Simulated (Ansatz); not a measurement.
What does this script print? It uses the Ansatz DFT code, driven from Python.

`nai.py`
```python
"""Two stages for NaI: converge the density, then read it back for bands."""

import argparse
import logging
import sys

import ansatz as az

logging.basicConfig(stream=sys.stdout, format="%(name)s: %(message)s")
log = logging.getLogger("ansatz_job")
log.setLevel(logging.INFO)

FUNCTIONAL = "lda"
CUTOFF_EV = 530
KMESH = (4, 5, 3)
OCCUPATIONS = "Gaussian"
SIGMA = 0.2

lattice = az.Lattice.of(
    [4.622209, 0.0, 0.0],
    [0.0, 4.269702, 0.0],
    [0.0, 0.0, 7.798384],
)
sites = [
    ("Na", [0.25, 0.5, 0.275031]),
    ("Na", [0.75, 0.5, 0.724969]),
    ("I", [0.25, 0.0, 0.742427]),
    ("I", [0.75, 0.0, 0.257573]),
]
nai = az.Crystal(lattice=lattice)
for symbol, position in sites:
    nai = nai.atom(symbol, position)

parser = argparse.ArgumentParser()
parser.add_argument("stage", choices=["scf", "bands"])
stage = parser.parse_args().stage
base = (
    nai.calculation()
    .functional(FUNCTIONAL)
    .basis(CUTOFF_EV)
    .kpoints(*KMESH)
    .occupations(OCCUPATIONS, width=SIGMA)
    .scf(algorithm="direct_min")
)
if stage == "scf":
    data = base.checkpoint(write="ground.run").run().report
    log.info(f"F = {data['free_energy_ev']:.5f} eV after {data['n_iterations']} iterations, saved")
else:
    points = {"G": (0.0, 0.0, 0.0), "X": (0.5, 0.0, 0.0), "S": (0.5, 0.5, 0.0), "Y": (0.0, 0.5, 0.0), "Z": (0.0, 0.0, 0.5)}
    outcome = base.checkpoint(read="ground.run", post_process_only=True).band_structure(list(points.values()), intervals=1).run()
    bands = outcome.band_structure()
    for label, levels in zip(points, bands.channels[0].eigenvalues_ev - bands.fermi_energy_ev):
        print(f"{label:3s}", " ".join(f"{e:7.3f}" for e in levels if abs(e) < 6))
```

`python nai.py scf` gives:
```text
ansatz_job: F = -17649.36777 eV after 5 iterations, saved
```

Running `python nai.py bands` prints:
```text
G    -3.288  -2.347  -1.933  -1.824  -1.551  -1.447   1.234   2.719   4.548   4.918   5.260
X    -3.519  -3.519  -2.331  -2.331  -1.604  -1.604   3.779   3.779   4.623   4.623   5.762   5.762
S    -3.289  -3.289  -3.013  -3.013  -1.963  -1.963   2.644   2.644   4.051   4.051
Y    -3.882  -3.322  -2.818  -2.116  -1.751  -1.222   2.410   3.652   4.088   4.657   5.362
Z    -2.682  -2.416  -2.201  -2.102  -1.726  -1.660   2.269   2.455   4.287   4.352   5.762   5.810
```

Reading the output:
- These settings explore the input space; cutoff and mesh may be short of convergence.
- The computed bands are complete only to about 5.4 eV above the Fermi level.
- This cell is a computed structure, which may not be the phase found in nature.
- Gaps and levels are Kohn-Sham values on a finite set of k-points, without spin-orbit coupling.
- Run time: 31 s on 1 thread of Arm Neoverse V1, on a shared host, peak memory 0.58 GiB.
